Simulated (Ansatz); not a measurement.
**Bi2Te3 and the effect of the choice of potentials or basis**

The cell as given:

Space group R-3m:H (No. 166). a = 4.386 Å, b = 4.386 Å, c = 30.497 Å, α = 90.00°, β = 90.00°, γ = 120.00°
| atom | site | symmetry | x | y | z |
| --- | --- | --- | --- | --- | --- |
| Bi | 6c | 3m | 0.6667 | 0.3333 | 0.9333 |
| Te | 6c | 3m | 0.0000 | 0.0000 | 0.7905 |
| Te | 3a | -3m | 0.0000 | 0.0000 | 0.0000 |

Kept alike: task relaxation of cell and atoms; functional PBE; k mesh 7 × 7 × 7; occupations fermi-dirac, width 0.05 eV; no spin polarisation. Program: Ansatz. Cutoffs run from 640 to 1800 eV. The mesh is that of the run's cell of 5 atoms. No spin-orbit coupling.

| choice of potentials or basis | volume (Å³/atom) |
| --- | --- |
| Ansatz NC | 36.473 |
| Ansatz PAW (files of its older set among them) | 36.518 |
| JTH PAW | 36.314 |
| PseudoDojo standard (PBE files) | 36.389 |
| PseudoDojo stringent (PBE files) | 36.508 |
| SPMS NC | 36.326 |

The relaxations keep at least the cell's symmetry (R-3m). Relaxations stop with a little pressure left, so the last digits of a volume or edge aren't settled.

Q: What does the choice of potentials or basis change here?

A: The volume runs from 36.314 (JTH PAW) to 36.518 Å³/atom (Ansatz PAW (files of its older set among them)).

The choice of potentials matters little here: the spread in volume is small beside the amount by which every set exceeds the volume of the cell as given, which is close to the measured one. That shared expansion points to the functional rather than the potentials. Bi2Te3 consists of covalently bonded quintuple layers held together largely by weak Te–Te contacts, and PBE lacks the long-range dispersion that contributes to this attraction. Its general tendency to underbind heavy-element solids probably adds to the excess.

The same soft interlayer direction may also explain why the sets differ at all, since a slight change in the description of the ions can shift the layer spacing at little cost in energy. The ordering doesn't follow the formalism: PAW sets give both the smallest and the largest volume, with the norm-conserving ones in between. Agreement among the sets therefore supports a consistent PBE volume, not an accurate one, and volume alone doesn't show how the expansion divides between the layers and the gaps.
